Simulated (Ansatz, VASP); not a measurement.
Two plane-wave programs on HfN

```
Hf N
1.0
     0.00000    2.25900    2.25900
     2.25900    0.00000    2.25900
     2.25900    2.25900    0.00000
Hf N
1 1
Direct
  0.97787 0.97787 0.02213
  0.50000 0.50000 0.50000
```

Alike in both runs: task single point; functional PBE; k mesh 18 × 18 × 18; no spin polarisation.

|  | VASP | Ansatz |
| --- | --- | --- |
| version | VASP 6.6.1 | Ansatz 0.2.0 |
| potentials or method | VASP PAW PBE potentials, release 64 (Hf_pv, N) | scalar-relativistic, plane waves, PAW |
| plane-wave cutoff (eV) | 520 | 420 |
| occupations | methfessel-paxton of order 1, width 0.2 eV | cold, width 0.2 eV |
| valence electrons in the cell | 15 | 31 |

|  | VASP | Ansatz | Ansatz less VASP |
| --- | --- | --- | --- |
| gap on the k mesh at the Fermi level (eV) | none | none | - |
| pressure (GPa) | 4.4 | 6.7 | +2.36 |
| largest component of the traceless stress (GPa) | 2.51 | 2.56 | +0.049 |
| rms of the force components (eV/Å) | 0.685 | 0.685 | +0.0003 |

Atom by atom the forces differ by 0.000 eV/Å (rms over components). A gap of «none» marks a metal or a gap that the smearing closes. The two sets of potentials don't hold the same shells in valence.

Caveats: forces of over 1 eV/Å show positions far from the minimum, so gaps and moduli don't describe the material at rest. Spin-orbit coupling is left out, which matters for the levels of Hf.
